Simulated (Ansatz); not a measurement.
C2H3O2−, SMILES `CC(=O)[O-]`: measurement beside calculation (Ansatz, PBE0-D4/def2-TZVP geometry).

```xyz
7

C     0.358   -0.518    0.189
C    -0.470    0.704   -0.286
O    -1.632    0.449   -0.670
O     0.103    1.811   -0.210
H     1.431   -0.322    0.117
H     0.093   -1.413   -0.380
H     0.117   -0.711    1.241
```

Measured: 1590 ± 10 cm⁻¹ (antisymmetric COO- stretch, IR multiple photon electron detachment/attachment spectroscopy); 1305 ± 10 cm⁻¹ (symmetric COO- stretch, IR multiple photon electron detachment/attachment spectroscopy); 835 ± 5 cm⁻¹ (OCO bending mode, IR multiple photon electron detachment/attachment spectroscopy). Source: Action spectroscopy of gas-phase carboxylate anions by multiple photon IR electron detachment/attachment, 2008 (arxiv:0809.2519).

Harmonic PBE0-D4 wavenumbers (cm⁻¹, unscaled): 25, 436, 604, 639, 886, 993, 1032, 1310, 1384, 1452, 1463, 1687, 3022, 3093, 3112. Fundamentals include anharmonicity and usually lie a few per cent under these; harmonic values from spectra compare directly.
